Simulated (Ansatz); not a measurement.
MnO2:

```
Mn O
1.0
     2.85658    0.00000    0.00000
    -1.42829    2.47387    0.00000
     0.00000    0.00000    4.60137
Mn O
1 2
Direct
  0.00000 0.00000 0.50000
  0.33333 0.66667 0.70629
  0.66667 0.33333 0.29371
```

Measurements of this composition are mostly on another form, of space group No. 136.

Base run:

```yaml
Program: Ansatz 0.2.0
Functional: PBE
Potentials_or_basis: Ansatz PAW
Cutoff: "420 eV (not typed: the program's choice for these potentials)"
k_mesh: 11 × 11 × 6
Occupations: fermi-dirac, width 0.05 eV
Spin: collinear spin, random start
Starting_moments: "[-2.09, 0.0, 0.0] μB"
```

Its results: band gap on the k mesh 0.85 eV, indirect (least direct gap 0.90 eV); pressure 4.8 GPa; largest force 0.218 eV/Å.

The run is repeated on the same cell with these changes: spin from collinear spin, random start to no spin polarisation. What comes out?

Band gap on the k mesh none (metal or under the smearing width); pressure -5.0 GPa; largest force 0.135 eV/Å.

Caveats: odd divisions of the mesh miss points on the zone boundary, where band edges often lie, so the gap on the mesh can be too wide (some runs); a cell with one magnetic atom can't hold antiferromagnetic order, which such compounds often take (some runs); an odd number of electrons without spin polarisation forces a metal (some runs); a magnetic or distorted state may lie lower (some runs); semilocal functionals often make such compounds metallic where correlation or magnetic order opens a gap, which also shifts bond lengths (some runs).

A k mesh can miss the band edges.
